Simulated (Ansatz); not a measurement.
# The honeycomb AlP bilayer (AB) between two gates, part 2 of 3

How do the bands of the honeycomb AlP bilayer (AB) follow a displacement field between two gates?

Ansatz 0.2.0; plane-wave DFT, PBE-D3(BJ), Ansatz PAW.

So far. Step 2 (Relaxing the slab): The lattice constant a goes from 3.940 to 3.849 Å.

### 3. Gated layer, displacement field 0, start network

The slab is cut off from its images along the normal. Two sheets of opposite charge stand for the gates, so the stack stays neutral in a displacement field; barriers ahead of the sheets keep electrons from leaking to them. The uncharged case sets the zero.

The cell differs from the one that the last finished run ended in (c 38.400 → 37.071 Å).

Input file input.yaml:

```yaml
crystal:
  lattice:
    - [3.8486898332, 0.0, 0.0]
    - [-1.9243449166, 3.3330631668, 0.0]
    - [0.0, 0.0, 37.0709154026]
  atoms:
    - { symbol: P, position: [0.6666666667, 0.3333333333, 0.4545342303] }
    - { symbol: Al, position: [0.3333333333, 0.6666666667, 0.4720966534] }
    - { symbol: P, position: [0.0, 0.0, 0.5454657697] }
    - { symbol: Al, position: [0.6666666667, 0.3333333333, 0.5261668913] }
  periodic: [true, true, false]
  symmetry: { detect: true }
kpoints:
  mp_grid: { grid: [42, 42, 1] }
  band_path:
    path: [[0, 0, 0], [0.5, 0, 0], [0.33333333, 0.33333333, 0], [0, 0, 0]]
    npoints: 16
hamiltonian:
  xc: pbe
  dispersion: d3bj
scf:
  occupations: { method: fermi_dirac, width: 0.02585 }
  convergence: { dr2_threshold: 1.0e-10 }
output:
  forces: true
  eigenvalues: true
  dos: { projected: true, e_range: [-3, 3], de: 0.01 }
  write_potential: true
  write_density: true
  volumetric_format: npy
  elf: true
external_charges:
  - { charge: 0, barrier: 10, axis: 3, height: 23.721, sigma: 0.25 }
  - { charge: 0, barrier: 10, axis: 3, height: 13.35, sigma: 0.25 }
```

On the command line:

```
$ ansatz run input.yaml --threads 4 --pin off --max-ram 8192MiB --backend cpu --events-out ev --progress --plain --runs-dir out
```

Numbers of over 12 decimals in the logs are rounded to 6 here.

Log:

```text
[...]
Crystal: 4 atoms, lattice volume = 475.543 Å³
Basis set: ecut = 420 eV, 9303 PW (Γ), exchange–correlation on 54×54×500 points (8 copies of the dense FFT grid, shifted against one another)
Bands: 12, of which v1, the nominal top of the filled ones, is band 8 counted from 1 (7 counted from 0)
Symmetry: 6 space group operations
[...]
k-points: 169 of 1764 (time reversal used)
[...]
SCF iter   1: F=—  HF=-2588.080979 eV  |F-HF|=—  |Δ(HF+E_count)|=         —  Δρ=8.37e-4  dr2=5.47e-3  ethr=1.77e-3  ⟨swp⟩=14.8  Hψ=28469  notcnv=0
[...]
SCF iter  11: F=-2588.081708 eV  HF=-2588.081708 eV  |F-HF|=6.37e-12  |Δ(HF+E_count)|=  4.67e-10  Δρ=2.79e-8  dr2=1.25e-11  ethr=1.00e-12  ⟨swp⟩=11.8  Hψ=22012  notcnv=0
SCF 1 converged in 11 iterations: F = -2588.081708 eV  dr2 = 1.25e-11
[...]
NSCF: frozen V_eff on 49 k-points
WARN: The output density's exchange-correlation potential varies sharply where the density is thin. Do not read a vacuum level from v_tot or v_xc, or from such a field of the output density. On a cell that repeats whose density bears no net charge and no dipole along the vacuum's axis use v_es (v_loc + v_h of the components); under efield.dipole_correction with no amplitude use v_es + v_field, which holds any externa [...]
SCF converged after 11 iterations
Free energy (F): -2588.081708 eV
[...]
Internal energy: -2588.081708 eV  (E = F + TS)
E sigma→0 (E₀):  -2588.081708 eV
Fermi energy:    -5.413774 eV
[...]
--- Forces (eV/Å), atoms and charges each counted from 1 ---
  atom   1  P      0.00000000    -0.00000000     0.00651490
  atom   2  Al    -0.00000000     0.00000000     0.00283863
  atom   3  P      0.00000000    -0.00000000    -0.00566206
  atom   4  Al    -0.00000000     0.00000000    -0.00363764
  external charge   1     0.00000000     0.00000000     0.00926054
  external charge   2     0.00000000     0.00000000    -0.00931252
  max |Σ_I F_I| component, the external charges' with the atoms': 1.85e-6 eV/Å
--- Band table (eV; the first three rows and the last of 169) ---
  k-point 0: bands = [... 4 lower, -6.8635, -6.3448, -5.9280, -5.9280, -3.3290, -2.6806, -1.7810, -1.7810]
  k-point 1: bands = [... 4 lower, -6.8750, -6.3361, -5.9692, -5.9339, -3.2923, -2.6500, -1.7966, -1.7623]
  k-point 2: bands = [... 4 lower, -6.9086, -6.3158, -6.0863, -5.9517, -3.1953, -2.5696, -1.8296, -1.7068]
  k-point 168: bands = [... 4 lower, -9.7116, -8.9745, -7.2881, -6.0293, -4.4515, -1.7834, -1.0007, 0.3819]
```

Elapsed: 61 s, on 4 threads of Intel Xeon Platinum 8259CL at 2.50GHz (Skylake/Cascade Lake), shared host; peak memory 1.5 GiB.

This step gave:

- gap along the path: 0.8916 eV
- smallest direct gap along the path: 1.335 eV
- gap, the smaller of path and mesh: 0.8916 eV
- potential beyond the upper barrier and gate, less the barrier, from the Fermi level: 5.815 eV

Running mean over a fixed 2.5 Å (it still follows the layers) of the planar mean; beyond a gate it holds the 10 eV model barrier. Electron's electrostatic potential energy less the Fermi level against z:

| z (Å) | electron's electrostatic potential energy less the Fermi level (eV) |
| --- | --- |
| 4 | 15.0 |
| 5 | 15.0 |
| 6 | 15.0 |
| 7 | 15.0 |
| 8 | 15.0 |
| 9 | 15.0 |
| 10 | 15.0 |
| 11 | 15.0 |
| 12 | 14.8 |
| 13 | 11.4 |
| 14 | 7.38 |
| 15 | 4.06 |
| 16 | -1.35 |
| 17 | -4.94 |
| 18 | -4.66 |
| 19 | -4.19 |
| 20 | -4.40 |
| 21 | -0.873 |
| 22 | 4.64 |
| 23 | 7.90 |
| 24 | 11.9 |
| 25 | 15.4 |
| 26 | 15.8 |
| 27 | 15.8 |
| 28 | 15.8 |
| 29 | 15.8 |
| 30 | 15.8 |
| 31 | 15.8 |
| 32 | 15.8 |
| 33 | 15.8 |

The density of states has structure finer than the step of the table below, so its rows give means over 0.2 eV, whole bins alone (the curve runs from -3 to 2.41 eV). Peaks (eV: height): -2.86: 5.12, -2.64: 5.70, -2.34: 4.01, -2.02: 3.63, -0.80: 4.08, -0.62: 10.2, 1.12: 3.28.

Density of states against energy, zero at the Fermi level of the run, which the smearing sets inside the gap; means over each step:

| energy (eV) | density of states (states/eV a cell) |
| --- | --- |
| -2.8 | 3.16 |
| -2.6 | 4.19 |
| -2.4 | 2.92 |
| -2.2 | 2.31 |
| -2.0 | 3.01 |
| -1.8 | 1.83 |
| -1.6 | 1.88 |
| -1.4 | 1.62 |
| -1.2 | 1.03 |
| -1.0 | 1.45 |
| -0.8 | 3.31 |
| -0.6 | 6.88 |
| -0.4 | 0.531 |
| -0.2 | 0 |
| 0.0 | 0 |
| 0.2 | 0 |
| 0.4 | 0.245 |
| 0.6 | 0.670 |
| 0.8 | 0.746 |
| 1.0 | 1.48 |
| 1.2 | 1.89 |
| 1.4 | 1.10 |
| 1.6 | 0.878 |
| 1.8 | 0.756 |
| 2.0 | 0.666 |
| 2.2 | 0.719 |

Projected DOS per atom over height of the atomic layer and energy from the Fermi level. Layers: P Al Al P from below.

Values in states/eV, 22 rows by 4 columns, each cell a mean:
```
0.25 0.49 0.15 0.12
0.15 0.27 0.11 0.10
0.15 0.31 0.11 0.14
0.16 0.41 0.10 0.20
0.21 0.65 0.11 0.33
0.25 0.89 0.12 0.45
0.13 0.30 0.10 0.16
0.11 0.25 0.10 0.14
0.01 0.01 0.01 0.01
0.00 0.00 0.00 0.00
0.00 0.00 0.00 0.00
0.53 0.02 0.05 1.11
1.48 0.19 0.28 3.72
0.44 0.16 0.20 1.36
0.15 0.03 0.18 0.62
0.37 0.08 0.31 0.86
0.60 0.16 0.30 0.72
1.04 0.21 0.43 0.71
1.16 0.27 0.46 0.69
1.25 0.31 0.48 0.69
1.50 0.54 0.77 1.10
0.97 0.46 0.50 0.77
```
Columns: height of the atomic layer (Å) from 16.9 to 20.2 (not evenly spaced); rows upwards: energy from the Fermi level (eV) from -2.98 to 2.37.

Electronic bands along the path, in eV, zero at the Fermi level of the run, which the smearing sets inside the gap:

| point | band 5 | band 6 | band 7 | band 8 | band 9 | band 10 | band 11 | band 12 |
| --- | --- | --- | --- | --- | --- | --- | --- | --- |
| Γ | -1.45 | -0.93 | -0.51 | -0.51 | 2.08 | 2.73 | 3.63 | 3.63 |
| halfway | -2.64 | -2.22 | -1.04 | -0.62 | 1.48 | 2.95 | 3.69 | 4.88 |
| M | -2.73 | -2.33 | -1.47 | -1.03 | 0.42 | 2.34 | 3.15 | 4.15 |
| halfway | -3.71 | -2.73 | -2.03 | -0.77 | 1.11 | 3.34 | 3.70 | 4.39 |
| K | -4.30 | -3.56 | -1.87 | -0.62 | 0.96 | 3.63 | 4.41 | 5.80 |
| halfway | -3.06 | -2.37 | -1.78 | -0.52 | 2.02 | 3.61 | 3.94 | 4.20 |
| Γ | -1.45 | -0.93 | -0.51 | -0.51 | 2.08 | 2.73 | 3.63 | 3.63 |

The electronic bands as a text plot (rows in eV, shown from -6.3 to 3.6 only):

```
    3.4 |++++  ++    +++++     +++ +++++++++++++++++++ ++++++++++
    3.0 |  ++++  +++      +++++   +                         +++
    2.6 |++ +       +++++      +++                        +++  ++
    2.2 |+++ +++         ++++++                     ++++++   ++++
    1.8 |       +++                              +++
    1.4 |          ++                        ++++
    1.0 |            +++        +++++++++++++
    0.5 |               ++++++++
    0.1 |
   -0.3 |                                       ****
   -0.7 |*******************     ***************    *************
   -1.1 |** *    *******    *****                      ***  *  **
   -1.5 |******         ********                      *  ********
   -1.9 |  **  ****             ***************    *** ** ** **
   -2.3 |    **  *******  ********             ********  *  *
   -2.8 |      *   *************  ***          **     *** **
   -3.2 |       *               **   **     ***  *****   *
   -3.6 |        **               **   *****   **      **
   -4.0 |          *                ***     ***       *
   -4.4 | **************               *****       *************
   -4.8 |*          *   **                     *******          *
   -5.2 |            *    *********************  **
   -5.6 |             ***                      **
   -6.1 |                **********************
         Γ                   M           K                      Γ
```

Valence density in the ca plane at fractional y = 0.333, with atoms of P and Al within 0.2 Å of it. It is the smooth field of the valence electrons, not physical close to the nuclei.

Values in e/Å³, 6 rows by 16 columns, each cell a mean:
```
0.00 0.00 0.00 0.00 0.00 0.01 0.09 0.49 0.43 0.17 0.22 0.17 0.03 0.00 0.00 0.00
0.00 0.00 0.00 0.00 0.00 0.01 0.19 0.45 0.52 0.22 0.09 0.11 0.02 0.00 0.00 0.00
0.00 0.00 0.00 0.00 0.00 0.01 0.17 0.54 0.54 0.21 0.12 0.12 0.02 0.00 0.00 0.00
0.00 0.00 0.00 0.00 0.00 0.00 0.07 0.36 0.33 0.15 0.25 0.19 0.03 0.00 0.00 0.00
0.00 0.00 0.00 0.00 0.00 0.00 0.02 0.12 0.16 0.11 0.23 0.24 0.05 0.00 0.00 0.00
0.00 0.00 0.00 0.00 0.00 0.00 0.03 0.15 0.19 0.12 0.24 0.23 0.05 0.00 0.00 0.00
```
Columns run along c (16.0 Å, from fractional 0.25 to 0.68 of the cell), rows up along a (3.8 Å). Atoms in or near the plane, at fractional coordinates: P at (0.45, 0.67), Al at (0.53, 0.67).

ELF in the ca plane at fractional y = 0.333, with atoms of P and Al within 0.2 Å of it. It is the smooth field of the valence electrons, not physical close to the nuclei.

Ten even steps from '0' (0.00) to '9' (0.90), each cell a mean:
```
00000000000000013578999864457887532000000000
00000000000000136899867876422355310000000000
00000000000000247999302777501012200000000000
00000000000000247999301787501002100000000000
00000000000000136899857876421244310000000000
00000000000000014689999864456887531000000000
00000000000000001246788753357887653100000000
00000000000000000012344332346777765310000000
00000000000000000001233322346777765310000000
00000000000000000235677643357887754210000000
```
Columns run along c (16.0 Å, from fractional 0.25 to 0.68 of the cell), rows up along a (3.8 Å). Atoms in or near the plane, at fractional coordinates: P at (0.45, 0.67), Al at (0.53, 0.67).

Electrostatic potential energy in the ca plane at fractional y = 0.333, with atoms of P and Al within 0.2 Å of it. With pseudopotentials it is smooth inside the atoms' cores, unlike the true potential.

Ten even steps from '0' (-29 eV) to '9' (10 eV), each cell a mean:
```
99999999999877777766444566544456677777778999
99999999999877777663000355411125677777778999
99999999999877777651000145224313667777778999
99999999999877777650000145224313667777778999
99999999999877777653000355311124667777778999
99999999999877777765434566543346677777778999
99999999999877777766655556665556677777778999
99999999999877777776655455666555667777778999
99999999999877777776655455666555667777778999
99999999999877777766655556666556677777778999
```
Columns run along c (16.0 Å, from fractional 0.25 to 0.68 of the cell; values clipped at the 3rd and 97th percentile), rows up along a (3.8 Å). Atoms in or near the plane, at fractional coordinates: P at (0.45, 0.67), Al at (0.53, 0.67).

The gap, the smaller of path and mesh, is 0.892 eV.

### 4. Gated layer, displacement field 0.905 V/nm

Edit input.yaml of step 3 so:

```diff
@@ -26,3 +26,2 @@
   eigenvalues: true
-  dos: { projected: true, e_range: [-3, 3], de: 0.01 }
   write_potential: true
@@ -30,5 +29,6 @@
   volumetric_format: npy
-  elf: true
 external_charges:
   - { charge: 0, barrier: 10, axis: 3, height: 23.721, sigma: 0.25 }
+  - { charge: -0.006414, axis: 3, height: 25.221, sigma: 0.5 }
   - { charge: 0, barrier: 10, axis: 3, height: 13.35, sigma: 0.25 }
+  - { charge: 0.006414, axis: 3, height: 11.85, sigma: 0.5 }
```

Log:

```text
[...]
Crystal: 4 atoms, lattice volume = 475.543 Å³
Basis set: ecut = 420 eV, 9303 PW (Γ), exchange–correlation on 54×54×500 points (8 copies of the dense FFT grid, shifted against one another)
Bands: 12, of which v1, the nominal top of the filled ones, is band 8 counted from 1 (7 counted from 0)
Symmetry: 6 space group operations
[...]
k-points: 169 of 1764 (time reversal used)
[...]
SCF iter   1: F=—  HF=-2588.918458 eV  |F-HF|=—  |Δ(HF+E_count)|=         —  Δρ=1.90e-2  dr2=3.06e0  ethr=3.10e-3  ⟨swp⟩=15.0  Hψ=28901  notcnv=0
[...]
SCF iter  14: F=-2588.074474 eV  HF=-2588.074474 eV  |F-HF|=8.19e-12  |Δ(HF+E_count)|=  1.05e-11  Δρ=1.43e-8  dr2=4.55e-12  ethr=1.00e-12  ⟨swp⟩=12.2  Hψ=18603  notcnv=0
SCF 1 converged in 14 iterations: F = -2588.074474 eV  dr2 = 4.55e-12
[...]
SCF converged after 14 iterations
Free energy (F): -2588.074474 eV
[...]
Internal energy: -2588.074474 eV  (E = F + TS)
E sigma→0 (E₀):  -2588.074474 eV
Fermi energy:    -5.411323 eV
[...]
--- Forces (eV/Å), atoms and charges each counted from 1 ---
  atom   1  P      0.00000000    -0.00000000    -0.01101918
  atom   2  Al    -0.00000000     0.00000000     0.02032263
  atom   3  P      0.00000000     0.00000000    -0.01737813
  atom   4  Al    -0.00000000     0.00000000     0.00919399
  external charge   1     0.00000000     0.00000000     0.00875545
  external charge   2     0.00000000     0.00000000    -0.00029036
  external charge   3     0.00000000     0.00000000    -0.00987244
  external charge   4     0.00000000     0.00000000     0.00028991
  max |Σ_I F_I| component, the external charges' with the atoms': 1.86e-6 eV/Å
--- Band table (eV; the first three rows and the last of 169) ---
  k-point 0: bands = [... 4 lower, -6.8697, -6.3432, -5.9227, -5.9227, -3.3335, -2.6821, -1.7829, -1.7829]
  k-point 1: bands = [... 4 lower, -6.8811, -6.3345, -5.9640, -5.9287, -3.2967, -2.6517, -1.7986, -1.7643]
  k-point 2: bands = [... 4 lower, -6.9146, -6.3140, -6.0813, -5.9466, -3.1994, -2.5720, -1.8319, -1.7087]
  k-point 168: bands = [... 4 lower, -9.7180, -8.9710, -7.2950, -6.0207, -4.4532, -1.7846, -1.0076, 0.3668]
```

Wall time 62 s (4 threads); peak memory 1.5 GiB.

This step gave:

- gap along the path: 0.8883 eV
- smallest direct gap along the path: 1.332 eV
- gap, the smaller of path and mesh: 0.8883 eV
- potential beyond the upper barrier and gate, less the barrier, from the Fermi level: 6.163 eV

The electronic bands at the labelled points (eV, zero at the Fermi level of the run, which the smearing sets inside the gap):

| point | band 5 | band 6 | band 7 | band 8 | band 9 | band 10 | band 11 | band 12 |
| --- | --- | --- | --- | --- | --- | --- | --- | --- |
| Γ | -1.46 | -0.93 | -0.51 | -0.51 | 2.08 | 2.73 | 3.63 | 3.63 |
| halfway | -2.64 | -2.22 | -1.04 | -0.62 | 1.48 | 2.94 | 3.67 | 4.88 |
| M | -2.74 | -2.34 | -1.47 | -1.03 | 0.42 | 2.33 | 3.15 | 4.15 |
| halfway | -3.72 | -2.73 | -2.04 | -0.77 | 1.10 | 3.33 | 3.70 | 4.39 |
| K | -4.31 | -3.56 | -1.88 | -0.61 | 0.96 | 3.63 | 4.40 | 5.78 |
| halfway | -3.06 | -2.38 | -1.78 | -0.52 | 2.01 | 3.60 | 3.94 | 4.19 |
| Γ | -1.46 | -0.93 | -0.51 | -0.51 | 2.08 | 2.73 | 3.63 | 3.63 |

The electronic bands as a text plot (rows in eV, shown from -6.3 to 3.6 only):

```
    3.4 |++++  ++   ++++++     +++ +++++++++++++++++++ ++++++++++
    3.0 |  ++++  +++      +++++   +                         +++
    2.6 |++ +       +++++      +++                        +++  ++
    2.2 |+++ +++         ++++++                     ++++++   ++++
    1.8 |       +++                              +++
    1.4 |          ++                        ++++
    0.9 |            +++        +++++++++++++
    0.5 |               ++++++++
    0.1 |
   -0.3 |                                       ****
   -0.7 |*******************    ****************    *************
   -1.1 |** *    *******    ****                       ***  *  **
   -1.5 |*******        ********                      *  ********
   -1.9 |  **  ****             ***************    *** ** ** **
   -2.4 |    **  *******  ********             ********  *  *
   -2.8 |      *   *************  ***          **     *** **
   -3.2 |       *               **   **     ***  *****   *
   -3.6 |        **               **   *****   **      **
   -4.0 |          *                ***     ***       *
   -4.4 | **************               *****       *************
   -4.8 |*          *   **                     *******          *
   -5.2 |            *    *********************  **
   -5.7 |             ***                      **
   -6.1 |                **********************
         Γ                   M           K                      Γ
```

The gap, the smaller of path and mesh, is 0.888 eV.

### 5. Gated layer, displacement field 1.81 V/nm

Edit input.yaml of step 4 so:

```diff
@@ -31,4 +31,4 @@
   - { charge: 0, barrier: 10, axis: 3, height: 23.721, sigma: 0.25 }
-  - { charge: -0.006414, axis: 3, height: 25.221, sigma: 0.5 }
+  - { charge: -0.012828, axis: 3, height: 25.221, sigma: 0.5 }
   - { charge: 0, barrier: 10, axis: 3, height: 13.35, sigma: 0.25 }
-  - { charge: 0.006414, axis: 3, height: 11.85, sigma: 0.5 }
+  - { charge: 0.012828, axis: 3, height: 11.85, sigma: 0.5 }
```

Log:

```text
[...]
Crystal: 4 atoms, lattice volume = 475.543 Å³
Basis set: ecut = 420 eV, 9303 PW (Γ), exchange–correlation on 54×54×500 points (8 copies of the dense FFT grid, shifted against one another)
Bands: 12, of which v1, the nominal top of the filled ones, is band 8 counted from 1 (7 counted from 0)
Symmetry: 6 space group operations
[...]
k-points: 169 of 1764 (time reversal used)
[...]
--- Band table (eV; the first three rows and the last of 169) ---
  k-point 0: bands = [... 4 lower, -6.8767, -6.3428, -5.9185, -5.9185, -3.3390, -2.6850, -1.7859, -1.7859]
  k-point 1: bands = [... 4 lower, -6.8881, -6.3340, -5.9598, -5.9245, -3.3021, -2.6549, -1.8016, -1.7672]
  k-point 2: bands = [... 4 lower, -6.9215, -6.3133, -6.0773, -5.9425, -3.2045, -2.5758, -1.8353, -1.7117]
  k-point 168: bands = [... 4 lower, -9.7254, -8.9685, -7.3027, -6.0132, -4.4557, -1.7869, -1.0157, 0.3504]
[key lines of the parts left out:]
SCF converged after 13 iterations
Free energy (F): -2588.063069 eV
Fermi energy:    -5.409829 eV
```

Elapsed: 60 s, on 4 threads; peak memory 1.5 GiB; 3.9 min of CPU time.

The gap, the smaller of path and mesh, is 0.885 eV.

### 6. Gated layer, displacement field 2.71 V/nm

Edit input.yaml of step 5 so:

```diff
@@ -31,4 +31,4 @@
   - { charge: 0, barrier: 10, axis: 3, height: 23.721, sigma: 0.25 }
-  - { charge: -0.012828, axis: 3, height: 25.221, sigma: 0.5 }
+  - { charge: -0.019242, axis: 3, height: 25.221, sigma: 0.5 }
   - { charge: 0, barrier: 10, axis: 3, height: 13.35, sigma: 0.25 }
-  - { charge: 0.012828, axis: 3, height: 11.85, sigma: 0.5 }
+  - { charge: 0.019242, axis: 3, height: 11.85, sigma: 0.5 }
```

Log:

```text
[...]
Crystal: 4 atoms, lattice volume = 475.543 Å³
Basis set: ecut = 420 eV, 9303 PW (Γ), exchange–correlation on 54×54×500 points (8 copies of the dense FFT grid, shifted against one another)
Bands: 12, of which v1, the nominal top of the filled ones, is band 8 counted from 1 (7 counted from 0)
Symmetry: 6 space group operations
[...]
k-points: 169 of 1764 (time reversal used)
[...]
--- Band table (eV; the first three rows and the last of 169) ---
  k-point 0: bands = [... 4 lower, -6.8847, -6.3434, -5.9152, -5.9152, -3.3455, -2.6894, -1.7898, -1.7898]
  k-point 1: bands = [... 4 lower, -6.8961, -6.3346, -5.9566, -5.9212, -3.3085, -2.6595, -1.8056, -1.7712]
  k-point 2: bands = [... 4 lower, -6.9294, -6.3137, -6.0742, -5.9394, -3.2106, -2.5810, -1.8397, -1.7156]
  k-point 168: bands = [... 4 lower, -9.7337, -8.9670, -7.3115, -6.0067, -4.4593, -1.7904, -1.0251, 0.3325]
[key lines of the parts left out:]
SCF converged after 13 iterations
Free energy (F): -2588.047496 eV
Fermi energy:    -5.409295 eV
```

The job ended after 71 s (4 threads; peak memory 1.5 GiB; 4.7 min of CPU time).

The gap, the smaller of path and mesh, is 0.882 eV.

(Part 2 of 3 ends here.)

[Logs are printed without paths, hosts, clocks, repeated set-up lines and the standing remarks that a program may print on its own settings, such as how far it seeks lower states.]

[Hosts, paths, dates, database ids (printed as entryN), source tags and the programs' standing remarks are cut or masked in the printed files.]

[Maps of the electrostatic potential energy from Ansatz leave out the sawtooth potential of an applied field or a dipole correction, so their vacuum need not be flat; planar profiles and work functions include it.]

[The density of states shown here was stored with 400 of the rows of the run's finer table, so its peaks can read low, often by over a quarter, or be missed, and its means over a window can be off by a tenth or more.]
